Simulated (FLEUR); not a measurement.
**GaN under changes of volume**

One of the cells (11.310 Å³/atom); the others are scaled copies at fixed shape and fractional positions:

```
CELL_PARAMETERS angstrom
3.18000 0.00000 0.00000
-1.59000 2.75396 0.00000
0.00000 0.00000 5.16600
ATOMIC_POSITIONS crystal
Ga 0.66667 0.33333 0.50000
Ga 0.33333 0.66667 0.00000
N 0.66667 0.33333 0.87500
N 0.33333 0.66667 0.37500
```

* Program: FLEUR MaX-R8.1 (later development tree)
* Functional: RPBE
* Potentials or basis: all-electron
* Basis: FLAPW
* Kmax: 5.27 1/bohr
* k mesh: 10 × 10 × 5
* Occupations: fermi-dirac, width 0.05 eV
* Spin: no spin polarisation

```csv
volume (Å³/atom),energy over the lowest point (meV/atom),gap on the mesh (eV)
10.632,?,?
10.858,68.49,2.37
11.310,23.80,2.10
11.763,2.92,1.84
11.989,0.00,1.71
```

**Question.** What does the run at 10.632 Å³/atom give?

**Answer.** Energy over the lowest point 101.35 meV/atom; gap on the mesh 2.51 eV.

Worked out: A Birch-Murnaghan fit of order 2 (a polynomial in V^(-2/3)) to the other rows has its minimum at 12.02 Å³/atom, just outside them, with B0 = V·E''(V) = 166 GPa at fixed shape and positions, which overstates the stiffness. It gives 101.25 meV/atom at 10.632 Å³/atom, against the run's 101.35. A straight line through the other rows of the gap, of slope -6.65 eV per unit of ln V (its deformation potential), extrapolates to 2.51 eV, against the run's 2.51.

Energies are extrapolated to zero smearing.

Spin-orbit coupling on Ga is left out.
